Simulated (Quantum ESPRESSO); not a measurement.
## TiAl in Quantum ESPRESSO: the effect of target pressure

Crystal: TiAl.

```
Ti Al
1.0
     2.86726    0.00000    0.00000
    -1.43363    2.48312    0.00000
     0.00000    0.00000    4.67808
Ti Al
1 1
Direct
  0.00000 0.00000 0.00000
  0.33333 0.66667 0.50000
```

The cell comes from a database or a generator and needn't be the stable form of this composition.

Alike in all runs:

```yaml
Program: Quantum ESPRESSO 7.5
Task: phonons
Functional: LDA
Potentials_or_basis: GBRV 1.5 LDA
Cutoff: 612 eV
Density_cutoff: 4898 eV
k_mesh: 11 × 11 × 6
Occupations: cold, width 0.2 eV
Spin: no spin polarisation
```

Each run relaxes the cell or the atoms first.

```csv
target pressure,relaxed volume (Å³/atom),highest phonon frequency (cm⁻¹)
-3 GPa,16.14,333
0 GPa,15.70,347
3 GPa,15.32,360
8 GPa,14.76,380
15 GPa,?,?
```

Task: What does the run with target pressure 15 GPa give?

Result: Relaxed volume 14.11 Å³/atom; highest phonon frequency 405 cm⁻¹.

Worked out: In Murnaghan's law V^(-B') rises as a straight line in P. The other rows fit best with B' = 3.7, V0 = 15.70 Å³/atom and B0 = 115 GPa, which gives 14.12 Å³/atom at 15 GPa, against the run's 14.11. A straight line through the other rows of the highest phonon frequency, of slope 4.26 cm⁻¹ per GPa, extrapolates to 410 cm⁻¹, against the run's 405.

Caveats: the mesh is thin for the phonons of a metal; the cell is more than 3 GPa from zero pressure, which shifts response properties (some runs); the volume moved by over 15 % at a fixed basis, so the end points are rough (some runs).
